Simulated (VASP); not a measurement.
# BeTe (F-43m) in VASP: band structure with PBE

Aim: the band structure of BeTe with PBE.

Program: VASP 6.6.1. These are calculated values, not measurements. Logs are shortened: lines on timing, memory, paths and dates and some standing lists are left out, and cuts for length are marked.

## (1) The crystal as given

Symmetry: F-43m, No. 216, cubic system. Conventional cell: a = 5.668 Å, b = 5.668 Å, c = 5.668 Å, α = 90.00°, β = 90.00°, γ = 90.00°. Around Be (site symmetry -43m) lie 4 Te at 2.45 Å. Around Te (site symmetry -43m) lie 4 Be at 2.45 Å.

## (2) Band structure, PBE

Contents of INCAR:

```
PREC = Accurate ; ENCUT = 520
EDIFF = 1E-7 ; ISMEAR = 0
SIGMA = 0.02 ; LREAL = F
LASPH = T ; NELM = 100
ALGO = Normal ; ISIF = 2
LWAVE = F ; LCHARG = F
GGA = PE ; NBANDS = 11
```

Contents of KPOINTS:

```
regular mesh
0
Gamma
  14 14 14
```

Contents of POSCAR:

```
BeTe                                    
1.0
   -0.0000000000      2.8341704280      2.8341704280
    2.8341704280      0.0000000000      2.8341704280
    2.8341704280      2.8341704280     -0.0000000000
  Be              Te            
     1     1
Direct
     0.0000000000000000    1.0000000000000000    0.0000000000000000
     0.2500000000000000    0.2500000000000000    0.2500000000000000
```

Contents of KPOINTS_OPT:

```
path GXWKGLUWLK,UX
15
line-mode
reciprocal
 0.0000000000  0.0000000000  0.0000000000  G
 0.5000000000  0.0000000000  0.5000000000  X

 0.5000000000  0.0000000000  0.5000000000  X
 0.5000000000  0.2500000000  0.7500000000  W

 0.5000000000  0.2500000000  0.7500000000  W
 0.3750000000  0.3750000000  0.7500000000  K

 0.3750000000  0.3750000000  0.7500000000  K
 0.0000000000  0.0000000000  0.0000000000  G

 0.0000000000  0.0000000000  0.0000000000  G
 0.5000000000  0.5000000000  0.5000000000  L

 0.5000000000  0.5000000000  0.5000000000  L
 0.6250000000  0.2500000000  0.6250000000  U

 0.6250000000  0.2500000000  0.6250000000  U
 0.5000000000  0.2500000000  0.7500000000  W

 0.5000000000  0.2500000000  0.7500000000  W
 0.5000000000  0.5000000000  0.5000000000  L

 0.5000000000  0.5000000000  0.5000000000  L
 0.3750000000  0.3750000000  0.7500000000  K

 0.6250000000  0.2500000000  0.6250000000  U
 0.5000000000  0.0000000000  0.5000000000  X
```

Potentials or basis: VASP PAW PBE potentials, release 64 (Be, Te).

Started as:

```
cat potpaw_PBE.64/Be/POTCAR potpaw_PBE.64/Te/POTCAR > POTCAR
mpirun -np 1 vasp_std > vasp.out
```

OUTCAR:

```text
PREC = Accurate
   ENCUT = 520
   EDIFF = 1E-7
   ISMEAR = 0
   LREAL = F
   LASPH = T
   NELM = 100
   ISIF = 2
   GGA = PE

 ion  position               nearest neighbor table
   1  0.000  0.000  0.000-   2 2.45   2 2.45   2 2.45   2 2.45
   2  0.250  0.250  0.250-   1 2.45   1 2.45   1 2.45   1 2.45

  LATTYP: Found a face centered cubic cell.
 ALAT       =     5.6683408560

  Lattice vectors:

 A1 = (   0.0000000000,   2.8341704280,   2.8341704280)
 A2 = (   2.8341704280,   0.0000000000,   2.8341704280)
 A3 = (   2.8341704280,   2.8341704280,   0.0000000000)

Analysis of symmetry for initial positions (statically):
=====================================================================
 Subroutine PRICEL returns:
 Original cell was already a primitive cell.

 Routine SETGRP: Setting up the symmetry group for a
 face centered cubic supercell.

 Subroutine GETGRP returns: Found 24 space group operations
 (whereof 24 operations were pure point group operations)
 out of a pool of 48 trial point group operations.

The static configuration has the point symmetry T_d .

Analysis of symmetry for dynamics (positions and initial velocities):
=====================================================================
 Subroutine PRICEL returns:
 Original cell was already a primitive cell.

 Routine SETGRP: Setting up the symmetry group for a
 face centered cubic supercell.

 Subroutine GETGRP returns: Found 24 space group operations
 (whereof 24 operations were pure point group operations)
 out of a pool of 48 trial point group operations.

The dynamic configuration has the point symmetry T_d .

 Subroutine INISYM returns: Found 24 space group operations
 (whereof 24 operations are pure point group operations),
 and found     1 'primitive' translations

----------------------------------------------------------------------------------------

                                     Primitive cell

  volume of cell :      45.5311

  direct lattice vectors                    reciprocal lattice vectors
     0.000000000  2.834170428  2.834170428    -0.176418466  0.176418466  0.176418466
     2.834170428  0.000000000  2.834170428     0.176418466 -0.176418466  0.176418466
     2.834170428  2.834170428  0.000000000     0.176418466  0.176418466 -0.176418466

  length of vectors
     4.008122257  4.008122257  4.008122257     0.305565747  0.305565747  0.305565747

  position of ions in fractional coordinates (direct lattice)
     0.000000000  0.000000000  0.000000000
     0.250000000  0.250000000  0.250000000

  ion indices of the primitive-cell ions
   primitive index   ion index
                 1           1
[... 85 lines left out ...]
   NUPDOWN=      -1.0000    fix difference up-down
   EMIN   =  10.00;   EMAX   =-10.00  energy-range for DOS
   EFERMI =   0.00;   METHOD = LEGACY
   ISMEAR =     0;   SIGMA  =   0.02  broadening in eV -4-tet -1-fermi 0-gaus
   EFERMI_NEDOS =   21; number of points for ismear=-14 and -15
   IALGO  =     38    algorithm
   IMIX   =      4    mixing-type and parameters
     AMIX     =   0.40;   BMIX     =  1.00
     AMIX_MAG =   1.60;   BMIX_MAG =  1.00
  volume/ion in A,a.u.               =      22.77       153.63
  Fermi-wavevector in a.u.,A,eV,Ry     =   0.916929  1.732744 11.439209  0.840758
  Thomas-Fermi vector in A             =   2.041840
   LORBIT       =      0    0 simple, 1 ext, 2 COOP (PROOUT), +10 PAW based schemes
   GGA     = PE    functional components
   LHFCALC =     F    Hartree Fock is set to
   AEXX    =    0.0000 exact exchange contribution
   IVDW    =     0    specifies the selected vdW correction
   LEPSILON=     F    determine dielectric tensor
   LRPA    =     F    only Hartree local field effects (RPA)
 non-spin polarized calculation
 Gauss-broadening in eV      SIGMA  =   0.02
  energy-cutoff  :      520.00
  volume of cell :       45.53
 maximum number of plane-waves:      1243
 NGX is ok and might be reduce to    30
   NGX = 15   NGY = 15   NGZ = 15

 number of electron       8.0000001 magnetization

 Free energy of the ion-electron system (eV)
  ---------------------------------------------------
  ext. energy  EPLUGINS =         0.00000000
  ---------------------------------------------------
  free energy    TOTEN  =        -7.62515369 eV

  energy without entropy =       -7.62515369  energy(sigma->0) =       -7.62515369

 E-fermi :   5.0014     XC(G=0):  -8.9797

 val. band max:        4.8818724305   @ k =   0.0000   0.0000   0.0000
 cond. band min:       6.9023415342   @ k =   0.5000   0.5000   0.0000
 fundamental gap:      2.0204691037
 Fermi energy:         5.0013707732

 k-point     1 :       0.0000    0.0000    0.0000
  band No.  band energies     occupation
      1      -7.2895      2.00000
      2       4.8819      2.00000
      3       4.8819      2.00000
      4       4.8819      2.00000
      5       8.5075      0.00000
      6       8.5075      0.00000
      7       8.5075      0.00000
      8       8.5632      0.00000
      9      13.1696      0.00000
     10      15.0864      0.00000
     11      15.0864      0.00000
[... 309 lines left out ...]
 k-point    24 :       0.2857    0.1429    0.0000
  band No.  band energies     occupation
      1      -6.6447      2.00000
      2       1.7730      2.00000
      3       3.5885      2.00000
      4       3.6769      2.00000
      5       8.2000      0.00000
      6       9.5461      0.00000
      7      10.4544      0.00000
      8      10.6315      0.00000
      9      13.6441      0.00000
     10      14.8954      0.00000
     11      15.2944      0.00000

 [... further k-points ...]

------------------------ aborting loop because EDIFF is reached ----------------------------------------

  FORCE on cell =-STRESS in cart. coord.  units (eV):
  Direction    XX          YY          ZZ          XY          YZ          ZX
  --------------------------------------------------------------------------------------
  -------------------------------------------------------------------------------------
  Total       -0.0009870     -0.0009870     -0.0009870      0.0000000     -0.0000000      0.0000000
  in kB       -0.0347301     -0.0347301     -0.0347301      0.0000000     -0.0000000      0.0000000
  external PRESSURE =      -0.0347301 kB  Pullay stress =       0.0000000 kB

 VOLUME and BASIS-vectors are now :
 -----------------------------------------------------------------------------
  energy-cutoff  :      520.00
  volume of cell :       45.53
      direct lattice vectors                 reciprocal lattice vectors
     0.000000000  2.834170428  2.834170428    -0.176418466  0.176418466  0.176418466
     2.834170428  0.000000000  2.834170428     0.176418466 -0.176418466  0.176418466
     2.834170428  2.834170428  0.000000000     0.176418466  0.176418466 -0.176418466

 POSITION                                       TOTAL-FORCE (eV/Angst)
 -----------------------------------------------------------------------------------
      0.00000      0.00000      0.00000        -0.000000      0.000000      0.000000
      1.41709      1.41709      1.41709         0.000000     -0.000000     -0.000000
 -----------------------------------------------------------------------------------
    total drift:                                0.000000      0.000000      0.000000

  FREE ENERGIE OF THE ION-ELECTRON SYSTEM (eV)
  ---------------------------------------------------
  free  energy   TOTEN  =        -7.6251536860 eV

  energy  without entropy=       -7.6251536860  energy(sigma->0) =       -7.62515369
```

OSZICAR:

```text
N       E                     dE             d eps       ncg     rms          rms(c)
DAV:   1     0.191523045711E+02    0.19152E+02   -0.32755E+03  2288   0.582E+02
DAV:   2    -0.657293142653E+01   -0.25725E+02   -0.24715E+02  2984   0.915E+01
DAV:   3    -0.773163024567E+01   -0.11587E+01   -0.11561E+01  3031   0.203E+01
[... 21 lines left out ...]
       N       E                     dE             ncg
DAV:   1     0.133572169074E+05   -0.11508E+05     1012
DAV:   2     0.122249162347E+05   -0.11323E+04     1307
DAV:   3     0.121787173257E+05   -0.46199E+02     1430
DAV:   4     0.121783219533E+05   -0.39537E+00     1277
DAV:   5     0.121783141946E+05   -0.77588E-02     1338
DAV:   6     0.121783140121E+05   -0.18242E-03     1300
DAV:   7     0.121783140067E+05   -0.54351E-05     1350
DAV:   8     0.121783140065E+05   -0.17920E-06     1130
DAV:   9     0.121783140065E+05   -0.69067E-08      944
```

Wall time 44 s (1 thread of Intel Xeon 6975P-C (Granite Rapids), shared host); peak memory 0.23 GiB.

Results:

```
Free energy             : -7.6252 eV
Pressure                : 0.0 GPa
Band gap on the k mesh  : 2.02 eV, indirect (least direct gap 3.63 eV)
Band gap along the path : 2.02 eV, indirect (least direct gap 3.63 eV)
```

Levels at the corners of the path, in eV from the valence-band top:
| point | band 2 | band 3 | band 4 | band 5 | band 6 | band 7 |
| --- | --- | --- | --- | --- | --- | --- |
| Γ | 0.00 | 0.00 | 0.00 | 3.63 | 3.63 | 3.63 |
| X | -5.01 | -2.57 | -2.57 | 2.02 | 2.69 | 9.58 |
| X | -5.01 | -2.57 | -2.57 | 2.02 | 2.69 | 9.58 |
| W | -4.50 | -3.59 | -3.11 | 5.28 | 5.51 | 5.56 |
| W | -4.50 | -3.59 | -3.11 | 5.28 | 5.51 | 5.56 |
| K | -4.67 | -3.77 | -2.17 | 2.73 | 5.25 | 7.81 |
| K | -4.67 | -3.77 | -2.17 | 2.73 | 5.25 | 7.81 |
| Γ | 0.00 | 0.00 | 0.00 | 3.63 | 3.63 | 3.63 |
| Γ | 0.00 | 0.00 | 0.00 | 3.63 | 3.63 | 3.63 |
| L | -5.42 | -1.10 | -1.10 | 3.02 | 4.60 | 4.60 |
| L | -5.42 | -1.10 | -1.10 | 3.02 | 4.60 | 4.60 |
| U | -4.67 | -3.77 | -2.17 | 2.73 | 5.25 | 7.81 |
| U | -4.67 | -3.77 | -2.17 | 2.73 | 5.25 | 7.81 |
| W | -4.50 | -3.59 | -3.11 | 5.28 | 5.51 | 5.56 |
| W | -4.50 | -3.59 | -3.11 | 5.28 | 5.51 | 5.56 |
| L | -5.42 | -1.10 | -1.10 | 3.02 | 4.60 | 4.60 |
| L | -5.42 | -1.10 | -1.10 | 3.02 | 4.60 | 4.60 |
| K | -4.67 | -3.77 | -2.17 | 2.73 | 5.25 | 7.81 |
| U | -4.67 | -3.77 | -2.17 | 2.73 | 5.25 | 7.81 |
| X | -5.01 | -2.57 | -2.57 | 2.02 | 2.69 | 9.58 |

Caveat: spin-orbit coupling is left out, which moves the levels of the heavy elements.
